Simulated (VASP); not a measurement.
# NaF: convergence, relaxation of the atoms

NaF, P1 (no. 1), 8 atoms in the cell. PBE, relaxation of the atoms; PAW potentials Na_pv, F (PBE set). VASP 6.6.1.

Wanted: energy within 1 meV/atom; two shortest distances of each atom within 0.01 Å.

POSCAR:
```
NaF
1.0
    4.6400000000      0.0000000000      0.0000000000
    0.0000000000      4.6400000000      0.0000000000
    0.0000000000      0.0000000000      4.6400000000
Na F
4 4
Direct
    0.0096310000      0.0062020000      0.0013350000
    0.4850130000      0.5074520000      0.0030660000
    0.4964540000      0.0026110000      0.5018440000
    0.0088630000      0.4943580000      0.5045640000
    0.4934750000      0.4915010000      0.4892020000
    0.0134130000     -0.0054730000      0.4920340000
   -0.0072040000      0.4900930000     -0.0034780000
    0.5003560000      0.0132560000      0.0114330000
```

The series start from Force threshold EDIFFG (eV/Å): -0.02; Electronic threshold EDIFF (eV): 1e-6; Relaxation method: conjugate gradient, POTIM 0.5; Mixing and least electronic steps: default. Each series keeps the choices made before it, and each single choice may use up half of a tolerance.

## Force threshold EDIFFG (eV/Å)

| Force threshold EDIFFG (eV/Å) | Energy less reference (meV/atom) | Two shortest distances of each atom, largest deviation (Å) | Time (s) |
|---|---|---|---|
| -0.1 | 0.7 | 0.010 | 10 |
| -0.05 | 0.2 | 0.005 | 16 |
| -0.03 | 0.0 | 0.002 | 26 |
| -0.02 | 0.0 | 0.002 | 31 |
| -0.01 | 0.0 | 0.002 | 26 |
| -0.005 | 0.0 | 0.000 | 33 |
| -0.002 (reference) | 0.0 | 0.000 | 39 |

Chosen: -0.05, the loosest value from which every tighter one stays within half of the tolerance.

## Electronic threshold EDIFF (eV)

| Electronic threshold EDIFF (eV) | Energy less reference (meV/atom) | Two shortest distances of each atom, largest deviation (Å) | SCF iterations | Time (s) |
|---|---|---|---|---|
| 0.001 | 0.0 | 0.003 | 35 | 14 |
| 0.0001 | 0.0 | 0.003 | 45 | 18 |
| 1e-5 | 0.0 | 0.001 | 49 | 18 |
| 1e-6 | 0.2 | 0.002 | 47 | 16 |
| 1e-7 (reference) | 0.0 | 0.000 | 69 | 24 |

Chosen: 0.001.

## Relaxation method

| Relaxation method | Energy less reference (meV/atom) | Two shortest distances of each atom, largest deviation (Å) | SCF iterations | Time (s) |
|---|---|---|---|---|
| conjugate gradient, POTIM 0.5 | 0.0 | 0.000 | 35 | 14 |
| conjugate gradient, POTIM 0.2 | 0.0 | 0.002 | 40 | 17 |
| conjugate gradient, POTIM 1.0 | 0.0 | 0.008 | 34 | 14 |
| quasi-Newton, POTIM 0.5 | 0.2 | 0.005 | 30 | 12 |
| quasi-Newton, POTIM 0.3, 10 steps kept | 0.1 | 0.004 | 27 | 11 |
| quasi-Newton, POTIM 0.5, at least 5 electronic steps | 0.3 | 0.003 | 30 | 11 |
| damped dynamics, POTIM 0.2, SMASS 0.4 | 0.0 | 0.004 | 40 | 16 |
| damped dynamics, POTIM 0.4, SMASS 0.8 | 0.1 | 0.003 | 33 | 13 |
| velocity quench, POTIM 0.1 | 0.1 | 0.006 | 25 | 10 |

Chosen: quasi-Newton, POTIM 0.3, 10 steps kept; it saves 3.5 s of 14, so conjugate gradient, POTIM 0.5 would do nearly as well.

## Mixing and least electronic steps

| Mixing and least electronic steps | Energy less reference (meV/atom) | Two shortest distances of each atom, largest deviation (Å) | SCF iterations | Time (s) |
|---|---|---|---|---|
| default | 0.0 | 0.000 | 27 | 11 |
| MAXMIX 40 | 0.1 | 0.004 | 26 | 11 |
| NELMIN 4 | 0.0 | 0.003 | 51 | 19 |
| NELMIN 4, MAXMIX 40 | 0.0 | 0.006 | 34 | 13 |
| ALGO Fast | 0.1 | 0.005 | 57 | 22 |

Chosen: default; no other choice that stays within half of the tolerance saves 30 % of the time.

## All choices together

| Input | Energy less reference (meV/atom) | Two shortest distances of each atom, largest deviation (Å) | Time (s) |
|---|---|---|---|
| program defaults (naive) | 0.0 | 0.002 | 20 |
| chosen settings | 0.2 | 0.009 | 11 |
| reference settings throughout | 0.0 | 0.000 | 29 |

The tolerance is met.

## The input

INCAR:
```
SYSTEM = NaF
PREC     = Normal         ! precision mode
ENCUT    = 500            ! plane-wave cutoff, eV
EDIFF    = 0.001          ! SCF threshold, eV
ISMEAR   = 0              ! smearing method
SIGMA    = 0.05           ! smearing width, eV
LREAL    = .False.        ! projectors in reciprocal space
LASPH    = .True.         ! aspherical terms in the spheres
NELM     = 100            ! most SCF steps
ALGO     = Normal         ! electronic algorithm
LWAVE    = .False.        ! write WAVECAR
LCHARG   = .False.        ! write CHGCAR
IBRION   = 1              ! ionic algorithm
NSW      = 150            ! ionic steps
ISIF     = 2              ! what is computed and relaxed
EDIFFG   = -0.05          ! ionic threshold
POTIM    = 0.3            ! step
KPAR     = 8            
NFREE    = 10            
```

KPOINTS:
```
k-points
0
Gamma
  4 4 4
```

Commands:
```
cat potpaw_PBE.64/Na_pv/POTCAR potpaw_PBE.64/F/POTCAR > POTCAR
mpirun -np 8 vasp_std > vasp.out
```

The naive input happens to agree within the tolerance here, in 20 s.

Limits: the start was distorted on purpose (atoms moved at random), so the space group given is the start's and not the crystal's.

The chosen input took VASP 6.6.1 11 s on 8 cores (Intel Xeon 6975P-C (Granite Rapids)), a shared host.

## An input that fails: ionic step far too long

VASP's message: internal error in: us.F  at line: 1398 internal ERROR SETYLM_AUG: 38 -31 43 43 37 1 -32 If you are not a developer, you should not encounter this problem. Please submit a bug report.

Changes against the starting input:
```
- NELM = 100
- IBRION = 2
- NSW = 150
- POTIM = 0.5
+ NELM = 60
+ IBRION = 3
+ NSW = 30
+ POTIM = 5.0
+ SMASS = 0.4
```
